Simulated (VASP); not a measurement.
A run of VASP 6.6.1 is set up as follows.

INCAR

```
SYSTEM = MgO2
ALGO = Fast ; EDIFF = 1E-6
ENCUT = 520 ; GGA = PS
ISIF = 2 ; ISMEAR = 0
LASPH = .TRUE. ; LCHARG = .FALSE.
LREAL = .FALSE. ; LWAVE = .FALSE.
NBANDS = 14 ; NELM = 80
PREC = Accurate ; SIGMA = 0.02
```

KPOINTS

```
k-points
0
G
  10 10 10
  0 0 0
```

The input POSCAR:

```
MgO2
1.0
    1.6047610160      0.9265092046      3.4939788749
   -1.6047610160      0.9265092046      3.4939788749
    0.0000000000     -1.8530184092      3.4939788749
Mg O
1 2
Direct
    0.0000000000      0.0000000000      0.0000000000
    0.5712140000      0.5712140000      0.5712140000
    0.4287860000      0.4287860000      0.4287860000
```

Contents of KPOINTS_OPT:

```
path GLB1,BZGX,QFP1Z,LP
20
line-mode
reciprocal
 0.0000000000  0.0000000000  0.0000000000  G
 0.5000000000  0.0000000000  0.0000000000  L

 0.5000000000  0.0000000000  0.0000000000  L
 0.5000000000  0.2135445148 -0.2135445148  B1

 0.7864554852  0.5000000000  0.2135445148  B
 0.5000000000  0.5000000000  0.5000000000  Z

 0.5000000000  0.5000000000  0.5000000000  Z
 0.0000000000  0.0000000000  0.0000000000  G

 0.0000000000  0.0000000000  0.0000000000  G
 0.3567722574  0.0000000000 -0.3567722574  X

 0.6432277426  0.3567722574  0.0000000000  Q
 0.5000000000  0.5000000000  0.0000000000  F

 0.5000000000  0.5000000000  0.0000000000  F
 0.6432277426  0.6432277426  0.2135445148  P1

 0.6432277426  0.6432277426  0.2135445148  P1
 0.5000000000  0.5000000000  0.5000000000  Z

 0.5000000000  0.0000000000  0.0000000000  L
 0.7864554852  0.3567722574  0.3567722574  P
```

Potentials or basis: VASP PAW PBE potentials, release 64 (Mg, O).

The run is started by

```bash
$ cat potpaw_PBE.64/Mg/POTCAR potpaw_PBE.64/O/POTCAR > POTCAR
$ mpirun -np 1 vasp_std > vasp.out
```

Problem. What does it give for the band gap on the k mesh?

Solution. 2.21 eV, direct.

Problem. What does it give for the pressure?

Solution. -5.0 GPa.

Problem. Predict the band gap along the path.

Solution. 2.21 eV, direct.

Problem. What does it give for the largest force?

Solution. 0.121 eV/Å.

Forces in eV/Å, atoms in the order of the input:
```
Mg   0.000  0.000  0.000
O    0.000  0.000 -0.121
O    0.000  0.000  0.121
```

Caveat: the PAW data sets were made with another functional, which shifts forces and pressure a little.
